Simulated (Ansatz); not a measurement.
Runs of Ansatz 0.2.0 on SnSe. The structure is orthorhombic, space group Pnma (No. 62). The conventional cell has a = 11.420 Å, b = 4.190 Å, c = 4.460 Å, α = 90.00°, β = 90.00°, γ = 90.00°. Sn (site symmetry m) is surrounded by 3 Se at 2.69 to 2.83 Å. Se (site symmetry m) has 3 Sn at 2.69 to 2.83 Å as nearest neighbours. 

```csv
task,level,cell,k mesh,cutoff (eV),points for each segment of the path,mesh quality,gap on the mesh (eV),pressure (GPa),relaxed volume (Å³/atom),largest force (eV/Å)
relaxation of cell and atoms,r2SCAN,relaxed,3 × 6 × 6,500,-,not flagged,1.03,0.0,28.30,-
relaxation of cell and atoms,r2SCAN+D3(BJ),relaxed,3 × 6 × 6,500,-,not flagged,0.91,0.0,27.25,0.01
relaxation of cell and atoms,LDA,relaxed,3 × 6 × 6,420,-,not flagged,-,0.0,25.17,0.01
relaxation of cell and atoms,SVWN5,relaxed,3 × 6 × 6,420,-,not flagged,-,0.0,25.15,0.01
relaxation of cell and atoms,r2SCAN+D4,relaxed,3 × 6 × 6,500,-,not flagged,0.99,0.0,27.97,-
single point,PBE,as given,1 × 2 × 2,420,-,coarse,1.08,3.0,-,0.70
band structure,exchange-only PBE,as given,3 × 6 × 6,420,10,not flagged,(a),(c),-,(b)
```

Alike in all rows: potentials or basis Ansatz PAW; no spin polarisation; smearing fermi-dirac 0.05 eV.

Q: Estimate the missing entries.

A: (a) 0.68; (b) 0.58; (c) 12.3.

Caveats: some runs use coarse meshes; the PAW data sets come from PBE, with cores solved anew for the run's functional, which leaves a small shift of forces and pressure (some runs); the plane-wave basis is chosen anew once the cell has moved, so the energies of steps on either side of that aren't comparable (some runs); spin-orbit coupling is left out, which moves the levels of the heavy elements (some runs); odd divisions of the mesh miss points on the zone boundary, where band edges often lie, so the gap on the mesh can be too wide (some runs); the potentials were made for another functional, which shifts forces and pressure (some runs).

A k mesh can miss the band edges, and the runs leave out spin-orbit coupling on Se, Sn.

Not every run made on this cell is shown here.
